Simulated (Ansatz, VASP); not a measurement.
Se in VASP and in Ansatz

```
Se
1.0
     3.66615    0.00000    0.00000
    -1.83308    3.17498    0.00000
     0.00000    0.00000    3.80732
Se
2
Direct
  0.33333 0.66667 0.25000
  0.66667 0.33333 0.75000
```

Alike in both runs: task single point; functional RPBE; k mesh 11 × 11 × 9; occupations fermi-dirac, width 0.1 eV; no spin polarisation.

|  | VASP | Ansatz |
| --- | --- | --- |
| version | VASP 6.6.1 | Ansatz 0.2.0 |
| potentials or method | VASP PAW PBE potentials, release 64 (Se) | plane waves (420 eV) with PAW, scalar-relativistic |
| plane-wave cutoff (eV) | 520 | 420 |
| valence electrons in the cell | 12 | 32 |

```csv
,VASP,Ansatz,Ansatz less VASP
pressure (GPa),2.5,2.5,+0.01
largest component of the traceless stress (GPa),0.44,0.44,-0.003
```

The functional is the same, so the differences come from potentials, cutoffs and numerics. The two sets of potentials don't hold the same shells in valence.

Caveats: the PAW data sets were made with another functional, which shifts forces and pressure a little (VASP).
